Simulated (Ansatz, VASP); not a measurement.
**One calculation of KI, two programs**

```
K I
1.0
     0.00000    3.52455    3.38357
     3.52455    0.00000    3.38357
     3.52455    3.52455    0.00000
K I
1 1
Direct
  0.00000 0.00000 0.00000
  0.50000 0.50000 0.50000
```

Change from the starting cell: strain -0.0400 x Voigt [0, 0, 1, 0, 0, 0], atoms carried along.

Alike in both runs: task single point; functional PBE; k mesh 6 × 6 × 6; occupations gaussian, width 0.05 eV; no spin polarisation.

|  | VASP | Ansatz |
| --- | --- | --- |
| version | VASP 6.6.1 | Ansatz 0.2.0 |
| potentials or method | VASP PAW PBE potentials, release 64 (K_sv, I) | scalar-relativistic, plane waves, PAW |
| plane-wave cutoff (eV) | 520 | 420 |
| valence electrons in the cell | 16 | 26 |

Ansatz gave:

| Quantity | Value |
| --- | --- |
| gap on the k mesh at the Fermi level (eV) | 4.06 |
| least direct gap on the mesh (eV) | 4.06 |
| pressure (GPa) | 1.4 |
| largest component of the traceless stress (GPa) | 0.99 |

Question: Which values does VASP return?

Answer: gap on the k mesh at the Fermi level (eV): 4.06; least direct gap on the mesh (eV): 4.06; pressure (GPa): 1.4; largest component of the traceless stress (GPa): 1.01.

The two sets of potentials don't hold the same shells in valence.

Caveats: spin-orbit coupling is left out, which moves the levels of the heavy elements.
